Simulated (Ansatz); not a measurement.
**A ladder of methods for CHF3 (SMILES FC(F)F)**

CHF3 has 5 atoms, charge 0, and is taken as a singlet. As SMILES, `FC(F)F`. Geometry: relaxed at PBE0-D4/def2-TZVP.

```xyz
5

F    -0.6686   -0.3297    1.0792
C     0.0195    0.0564    0.0068
F     1.0474   -0.7738   -0.1575
F    -0.7726   -0.0351   -1.0594
H     0.3744    1.0822    0.1309
```

Quantity: the energy change with the F1–C2 bond stretched from 1.331 to 1.997 Å, in eV. The values are calculated.

```json
{"level": "HF/STO-3G (restricted)", "kind": "Hartree–Fock", "program": "Ansatz", "value (eV)": "4.50", "less FCI/STO-3G": "+2.27", "CPU time (all runs)": "0.17 s"}
{"level": "HSE06/STO-3G (restricted)", "kind": "range-separated hybrid", "program": "Ansatz", "value (eV)": "2.92", "less FCI/STO-3G": "+0.69", "CPU time (all runs)": "2.4 s"}
{"level": "wB97X/STO-3G (restricted)", "kind": "range-separated hybrid", "program": "Ansatz", "value (eV)": "3.03", "less FCI/STO-3G": "+0.80", "CPU time (all runs)": "8.5 s"}
{"level": "MP2/STO-3G (restricted)", "kind": "perturbation theory", "program": "Ansatz", "value (eV)": "3.15", "less FCI/STO-3G": "+0.92", "CPU time (all runs)": "0.22 s"}
{"level": "BCCD(T)/STO-3G (restricted)", "kind": "coupled cluster or CI", "program": "Ansatz", "value (eV)": "2.25", "less FCI/STO-3G": "+0.02", "CPU time (all runs)": "0.49 s"}
{"level": "CCSD(T)/STO-3G (restricted)", "kind": "coupled cluster or CI", "program": "Ansatz", "value (eV)": "2.25", "less FCI/STO-3G": "+0.02", "CPU time (all runs)": "0.38 s"}
{"level": "CCSD/STO-3G (restricted)", "kind": "coupled cluster or CI", "program": "Ansatz", "value (eV)": "2.36", "less FCI/STO-3G": "+0.13", "CPU time (all runs)": "0.36 s"}
{"level": "FCI/STO-3G", "kind": "exact in the basis", "program": "Ansatz", "value (eV)": "2.23", "less FCI/STO-3G": "0.00", "CPU time (all runs)": "34 s"}
```

FCI/STO-3G is exact within its basis and frozen core, so for wave-function methods in that basis the difference is their error; functionals converge differently with the basis, so for them it is only a difference. A spin-restricted reference rises too steeply as a bond breaks; here HF/STO-3G, HSE06/STO-3G, wB97X/STO-3G, MP2/STO-3G lie well above the multireference or unrestricted value. The first shape isn't each level's own minimum. The values span 2.23 to 4.50 eV. All rows use very small basis sets, so none should be taken for the real molecule's value. In so small a basis fixed costs decide the times, and correlated methods can beat functionals. Times are those of the runs behind each value, whatever else they computed, on shared processors of several kinds: orders of magnitude only.
